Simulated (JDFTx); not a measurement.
**CaO and the effect of the functional**

Symmetry: Fm-3m, No. 225, cubic system. Conventional cell: a = 4.807 Å, b = 4.807 Å, c = 4.807 Å, α = 90.00°, β = 90.00°, γ = 90.00°. Around Ca (site symmetry m-3m) lie 6 O at 2.40 Å. Around O (site symmetry m-3m) lie 6 Ca at 2.40 Å.

The cell is a database's computed one, not the measured one.

Kept alike: task single point; k mesh 6 × 6 × 6; occupations fermi-dirac, width 0.05 eV; no spin polarisation. Program: JDFTx, SG15-PBE-1.2 with smoothed tails, cutoff 1361 eV. The mesh is that of the run's cell of 2 atoms. No spin-orbit coupling.

| functional | band gap (eV) | pressure (GPa) |
| --- | --- | --- |
| LDA | 3.471 | -5.94 |
| PBEsol | 3.547 | -2.36 |
| r2SCAN | 4.267 | -0.97 |

The k mesh is coarse, so the values aren't converged. Pressure is positive in compression; the values hold the error of the finite cutoff, so their zero can differ a little from the energy's minimum. A gap read on the mesh alone can miss an edge between its points. All rows use potentials made for PBE.

Problem. What does the functional change here?

Solution. The band gap runs from 3.471 (LDA) to 4.267 eV (r2SCAN). The pressure runs from -5.94 (LDA) to -0.97 GPa (r2SCAN). A positive pressure means that the functional's own cell is larger than the one given, a negative one that it is smaller.
